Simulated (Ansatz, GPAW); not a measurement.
# An In chain with one Pd atom in line: relaxation, then transmission at several levels, part 3 of 4

Aim: the conductance of an In chain with one Pd atom in line after relaxation, and whether geometry, basis or functional moves it most.

GPAW 26.7.0 and Ansatz 0.2.0; Ansatz plane waves; relaxation of the junction with the lead ends held; PAW set soft_1 (the session's first sound run).

So far, transmission at the Fermi level (one spin): step 3 (plane waves, PBE) 1.01. Also conductance of the perfect lead (G₀): step 3 3.00.

### Step 4. Double-zeta polarised basis

Localised orbitals split the wire into layers that couple to their neighbours alone, which is what the Green's function method needs; double zeta with polarisation is the usual level for numbers.

This step: GPAW LCAO, PAW setups; Landauer transmission from Green's functions with principal layers (ASE), zero bias (GPAW 26.7.0).

run.py reads:

```python
import json
import numpy as np
from ase import Atoms
from ase.transport.calculators import TransportCalculator
from gpaw import GPAW, FermiDirac
from gpaw.lcao.tools import get_lcao_hamiltonian
from scipy.linalg import eigh

# The junction with lead layers at both ends, along the third cell vector
device = Atoms(
    ['In', 'In', 'In', 'In', 'In', 'In', 'Pd', 'In', 'In', 'In', 'In', 'In', 'In'],
    positions=[
        [4.50000, 4.50000, 1.47500],
        [4.50000, 4.50000, 4.42500],
        [4.50000, 4.50000, 7.37500],
        [4.50000, 4.50000, 10.32500],
        [4.04886, 3.75857, 13.29000],
        [4.65960, 4.48754, 16.42235],
        [5.20671, 4.83065, 18.93624],
        [4.62250, 4.54040, 21.45117],
        [3.66274, 4.29760, 24.54546],
        [4.50000, 4.50000, 27.49940],
        [4.50000, 4.50000, 30.44940],
        [4.50000, 4.50000, 33.39940],
        [4.50000, 4.50000, 36.34940]],
    cell=[[9.0, 0.0, 0.0], [0.0, 9.0, 0.0], [0.0, 0.0, 37.8244]],
    pbc=True)

# One principal layer of the lead: the first 3 atoms of the device
lead = Atoms(
    ['In', 'In', 'In'],
    positions=[
        [4.50000, 4.50000, 1.47500],
        [4.50000, 4.50000, 4.42500],
        [4.50000, 4.50000, 7.37500]],
    cell=[[9.0, 0.0, 0.0], [0.0, 9.0, 0.0], [0.0, 0.0, 8.85]],
    pbc=True)

settings = dict(mode='lcao', basis='dzp', xc='PBE', h=0.2,
                occupations=FermiDirac(0.1), maxiter=250,
                mixer=dict(beta=0.1, nmaxold=8, weight=100.0),
                convergence=dict(density=0.0001))
energies = np.arange(-2, 2 + 1e-9, 0.025)
eta = 0.0001
n1, n2 = 1, 1
# k and -k transmit alike, so half of the mesh across the current serves
mesh = [(i, j) for i in range(n1) for j in range(n2) if (i, j) <= (-i % n1, -j % n2)]
weights = np.array([1 if (i, j) == (-i % n1, -j % n2) else 2 for i, j in mesh]) / (n1 * n2)

# [... helper functions left out ...]
fermi_lead = ground_state(lead, (1, 1, 13), 'lead.txt')
fermi_device = ground_state(device, (1, 1, 2), 'device.txt')
# [... loop over the mesh left out, but for ...]
        # Shift the lead onto the potential of the device's first layer
        shift = ((H[:, 0, 0] - H0[:, 0, 0]) / S0[0, 0]).real.mean()
# [...]
kT = 8.617333e-5 * 300
bias = [0.1, 0.2, 0.5, 1.0, 1.5, 2.0]
# [... integrals and printing left out ...]
```

Command:

```
OMP_NUM_THREADS=1 OPENBLAS_NUM_THREADS=1 python run.py
```

Output:

```text
basis functions: device 303, principal layer 69
Fermi level: lead -2.2014 eV, device -2.1368 eV; lead shifted by -0.0060 eV
largest coupling past the next layer 1.88e-06 eV, largest misfit of the first layer 0.022 eV
  E-E_F (eV)   T (one spin)  [channel counts left out]
    -2.000    2.2936e-02
    -1.975    1.9505e-04
    -1.950    5.4260e-08
    -1.925    2.4446e-08
    -1.900    1.2699e-08
    -1.875    8.7950e-08
    -1.850    2.8418e-07
    -1.825    1.5939e-06
    -1.800    3.4998e-07
    -1.775    4.1273e-08
    -1.750    1.3229e-08
    -1.725    6.0719e-09
    -1.700    3.3914e-09
    -1.675    2.1545e-09
    -1.650    1.5037e-09
    -1.625    1.1302e-09
[...]
1.825    2.1149e+00
     1.850    2.0309e+00
     1.875    2.0312e+00
     1.900    1.9831e+00
     1.925    1.9341e+00
     1.950    1.8841e+00
     1.975    1.8335e+00
     2.000    1.7828e+00
conductance at 300 K: 1.0116 G0 a cell; thermopower -1.811 uV/K
current from the zero-bias T(E) at 0.1 V: 7.8524 uA
current from the zero-bias T(E) at 0.2 V: 15.775 uA
current from the zero-bias T(E) at 0.5 V: 39.314 uA
current from the zero-bias T(E) at 1.0 V: 87.604 uA
current from the zero-bias T(E) at 1.5 V: 140.42 uA
current from the zero-bias T(E) at 2.0 V: 186.69 uA
```

It took 94 s on 1 thread of Arm Neoverse V2, shared host; peak memory 1.3 GiB.

This step gave:

```
conductance                                    : 1.012 G₀
largest coupling past the next principal layer : 1.88e-6 eV
largest misfit of the first principal layer    : 0.02155 eV
shift that aligns the lead                     : -0.005992 eV
basis functions of the junction                : 303
basis functions of a principal layer           : 69
transmission at the Fermi level (one spin)     : 1.006
```

One spin. The transmission, zone mean by energy, zero at the Fermi level:

```
energy (eV)  transmission, zone mean
     -2.000                   0.0229
     -1.800                   3.5e-7
     -1.600                  9.0e-10
     -1.400                  8.9e-10
     -1.200                  0.00234
     -1.100                    0.392
     -1.000                  0.00883
     -0.800                   0.0832
     -0.600                    0.670
     -0.450                    0.998
     -0.400                    0.966
     -0.200                    0.692
      0.000                     1.01
      0.200                     1.18
      0.400                     1.65
      0.600                     2.16
      0.800                     2.31
      1.000                     2.38
      1.200                     2.43
      1.350                     2.45
      1.400                     2.45
      1.600                     2.38
      1.800                     2.16
      2.000                     1.78
```

Not self-consistent under bias; the bias window is split evenly. Current through one cell, from the zero-bias transmission against bias:

```
bias (V)  current through one cell, from the zero-bias transmission (μA)
   0.100                                                            7.85
   0.200                                                            15.8
   0.500                                                            39.3
   1.000                                                            87.6
   1.500                                                             140
   2.000                                                             187
```

Transmission of the three most open eigenchannels against energy, zero at the Fermi level:

```
energy (eV)  channel 1  channel 2  channel 3
     -2.000     0.0229          0          0
     -1.800     3.5e-7          0          0
     -1.600    9.0e-10          0          0
     -1.400    8.9e-10          0          0
     -1.200    0.00234          0          0
     -1.000    0.00883          0          0
     -0.800     0.0832          0          0
     -0.600      0.670          0          0
     -0.400      0.966          0          0
     -0.200      0.692    3.1e-10    9.4e-11
      0.000      0.913     0.0849    0.00774
      0.200      0.818      0.298     0.0609
      0.400      0.739      0.564      0.352
      0.600      0.806      0.701      0.651
      0.800      0.907      0.787      0.620
      1.000      0.893      0.864      0.619
      1.200      0.929      0.851      0.649
      1.400      0.960      0.847      0.640
      1.600      0.943      0.900      0.533
      1.800      0.942      0.830      0.384
      2.000      0.956      0.581      0.245
```

At the Fermi level T is 1.01 against 1.01 in plane waves. Couplings past the next layer reach 1.9e-6 eV, small enough to drop; the matrix elements of the cell's first layer differ from the bulk lead's by up to 0.022 eV. That layer keeps its own values in the calculation, and only beyond it is the lead taken as perfect. The Fermi levels of lead and junction count from different zeros of potential, one for each periodic cell; with both set to zero, the small remaining shift is what aligns them. By hand: G = 1.012 × 77.48 μS = 78.4 μS, a resistance of 12.8 kΩ; at 0.1 V a linear junction would pass 7.84 μA, and the integral over the bias window gives 7.85 μA.

### Step 5. Single-zeta polarised basis

The second zeta is dropped, the polarisation orbitals stay.

run.py: that of step 4 with these lines changed.

```diff
@@ -38,3 +38,3 @@
 
-settings = dict(mode='lcao', basis='dzp', xc='PBE', h=0.2,
+settings = dict(mode='lcao', basis='szp(dzp)', xc='PBE', h=0.2,
                 occupations=FermiDirac(0.1), maxiter=250,
```

Output:

```text
basis functions: device 183, principal layer 42
Fermi level: lead -2.3506 eV, device -2.2642 eV; lead shifted by -0.0053 eV
largest coupling past the next layer 1.86e-06 eV, largest misfit of the first layer 0.022 eV
  E-E_F (eV)   T (one spin)  channels
    -2.000    8.2128e-10    0.0000
    -1.975    1.2645e-07    0.0000
    -1.950    5.7465e-08    0.0000
[...]
1.975    1.7199e+00    3.0000
     2.000    1.6726e+00    3.0000
conductance at 300 K: 0.98709 G0 a cell; thermopower -1.185 uV/K
current from the zero-bias T(E) at 0.1 V: 7.665 uA
current from the zero-bias T(E) at 0.2 V: 15.414 uA
current from the zero-bias T(E) at 0.5 V: 38.783 uA
current from the zero-bias T(E) at 1.0 V: 86.13 uA
current from the zero-bias T(E) at 1.5 V: 135.71 uA
current from the zero-bias T(E) at 2.0 V: 179.55 uA
```

The job ended after 69 s (1 thread; peak memory 1.2 GiB).

Numbers from this step:

```
conductance                                    : 0.9871 G₀
largest coupling past the next principal layer : 1.86e-6 eV
largest misfit of the first principal layer    : 0.02158 eV
shift that aligns the lead                     : -0.005343 eV
basis functions of the junction                : 183
basis functions of a principal layer           : 42
transmission at the Fermi level (one spin)     : 0.9803
```

The conductance, 0.987 G₀, lies 2.4 % below that of the dzp run.

### Step 6. Minimal basis

One function for each valence shell of the setup, as for a first survey of a large system.

run.py: that of step 5 with these lines changed.

```diff
@@ -38,3 +38,3 @@
 
-settings = dict(mode='lcao', basis='szp(dzp)', xc='PBE', h=0.2,
+settings = dict(mode='lcao', basis='sz(dzp)', xc='PBE', h=0.2,
                 occupations=FermiDirac(0.1), maxiter=250,
```

Output:

```text
basis functions: device 120, principal layer 27
Fermi level: lead -2.2681 eV, device -2.1773 eV; lead shifted by -0.0039 eV
largest coupling past the next layer 1.93e-06 eV, largest misfit of the first layer 0.021 eV
  E-E_F (eV)   T (one spin)  channels
    -2.000    5.0335e-02    1.0000
    -1.975    8.6170e-03    1.0000
    -1.950    6.0463e-02    1.0000
[...]
1.975    1.8257e+00    3.0000
     2.000    1.7779e+00    3.0000
conductance at 300 K: 1.0273 G0 a cell; thermopower -2.136 uV/K
current from the zero-bias T(E) at 0.1 V: 7.9733 uA
current from the zero-bias T(E) at 0.2 V: 16.014 uA
current from the zero-bias T(E) at 0.5 V: 39.922 uA
current from the zero-bias T(E) at 1.0 V: 88.425 uA
current from the zero-bias T(E) at 1.5 V: 141.5 uA
current from the zero-bias T(E) at 2.0 V: 187.96 uA
```

Run time: 44 s. Hardware: 1 thread; peak memory 1.1 GiB.

This step gave:

```
conductance                                    : 1.027 G₀
largest coupling past the next principal layer : 1.93e-6 eV
largest misfit of the first principal layer    : 0.02115 eV
shift that aligns the lead                     : -0.003936 eV
basis functions of the junction                : 120
basis functions of a principal layer           : 27
transmission at the Fermi level (one spin)     : 1.022
```

The conductance, 1.03 G₀, lies 1.6 % above that of the dzp run.

### Step 7. revPBE in the dzp basis: xc = "revPBE"

Back in the dzp basis, the functional changes from PBE to revPBE, to set the spread between functionals beside that between bases.

run.py: that of step 6 with these lines changed.

```diff
@@ -38,3 +38,3 @@
 
-settings = dict(mode='lcao', basis='sz(dzp)', xc='PBE', h=0.2,
+settings = dict(mode='lcao', basis='dzp', xc='revPBE', h=0.2,
                 occupations=FermiDirac(0.1), maxiter=250,
```

Output:

```text
basis functions: device 303, principal layer 69
Fermi level: lead -2.0990 eV, device -2.0306 eV; lead shifted by -0.0059 eV
largest coupling past the next layer 1.88e-06 eV, largest misfit of the first layer 0.024 eV
  E-E_F (eV)   T (one spin)  [channel counts left out]
    -2.000    3.9686e-02
    -1.975    1.8066e-02
    -1.950    2.8539e-07
[...]
1.975    1.8368e+00
     2.000    1.7862e+00
conductance at 300 K: 0.99857 G0 a cell; thermopower -1.287 uV/K
current from the zero-bias T(E) at 0.1 V: 7.7526 uA
current from the zero-bias T(E) at 0.2 V: 15.581 uA
current from the zero-bias T(E) at 0.5 V: 38.886 uA
current from the zero-bias T(E) at 1.0 V: 86.763 uA
current from the zero-bias T(E) at 1.5 V: 139.27 uA
current from the zero-bias T(E) at 2.0 V: 185.39 uA
```

Wall time 86 s (1 thread); peak memory 1.3 GiB.

Numbers from this step:

| Item | Value |
| --- | --- |
| conductance | 0.9986 G₀ |
| largest coupling past the next principal layer | 1.88e-6 eV |
| largest misfit of the first principal layer | 0.02413 eV |
| shift that aligns the lead | -0.005877 eV |
| basis functions of the junction | 303 |
| basis functions of a principal layer | 69 |
| transmission at the Fermi level (one spin) | 0.9922 |

The conductance, 0.999 G₀, lies 1.3 % below that of the dzp run.

### Step 8. Without the relaxation: geometry = "as built"

The dzp basis with PBE on the structure as first built shows what the relaxation was worth.

run.py: that of step 7 with these lines changed.

```diff
@@ -16,7 +16,7 @@
         [4.50000, 4.50000, 10.32500],
-        [4.04886, 3.75857, 13.29000],
-        [4.65960, 4.48754, 16.42235],
-        [5.20671, 4.83065, 18.93624],
-        [4.62250, 4.54040, 21.45117],
-        [3.66274, 4.29760, 24.54546],
+        [4.50000, 4.50000, 13.27500],
+        [4.50000, 4.50000, 16.22500],
+        [4.50000, 4.50000, 18.91220],
+        [4.50000, 4.50000, 21.59940],
+        [4.50000, 4.50000, 24.54940],
         [4.50000, 4.50000, 27.49940],
@@ -38,3 +38,3 @@
 
-settings = dict(mode='lcao', basis='dzp', xc='revPBE', h=0.2,
+settings = dict(mode='lcao', basis='dzp', xc='PBE', h=0.2,
                 occupations=FermiDirac(0.1), maxiter=250,
```

Output:

```text
basis functions: device 303, principal layer 69
Fermi level: lead -2.2014 eV, device -2.2292 eV; lead shifted by -0.0084 eV
largest coupling past the next layer 1.88e-06 eV, largest misfit of the first layer 0.020 eV
  E-E_F (eV)   T (one spin)  channels
    -2.000    4.9971e-02    1.0000
    -1.975    1.8870e-06    0.0000
    -1.950    7.6317e-08    0.0000
[...]
1.975    1.9615e+00    3.0000
     2.000    1.9565e+00    3.0000
conductance at 300 K: 1.1632 G0 a cell; thermopower -13.49 uV/K
current from the zero-bias T(E) at 0.1 V: 8.9242 uA
current from the zero-bias T(E) at 0.2 V: 17.344 uA
current from the zero-bias T(E) at 0.5 V: 38.188 uA
current from the zero-bias T(E) at 1.0 V: 66.61 uA
current from the zero-bias T(E) at 1.5 V: 93.878 uA
current from the zero-bias T(E) at 2.0 V: 131 uA
```

Wall time 72 s (1 thread); peak memory 1.3 GiB.

This step gave:

```yaml
conductance: 1.163 G₀
largest_misfit_of_the_first_principal_layer: 0.02017 eV
shift_that_aligns_the_lead: -0.008407 eV
transmission_at_the_fermi_level_one_spin: 1.196
```

(Part 3 of 4 ends here.)

[Logs are printed without paths, hosts, clocks, repeated set-up lines and the standing remarks that a program may print on its own settings, such as how far it seeks lower states.]

[Hosts, paths, dates, database ids (printed as entryN), source tags and the programs' standing remarks are cut or masked in the printed files.]
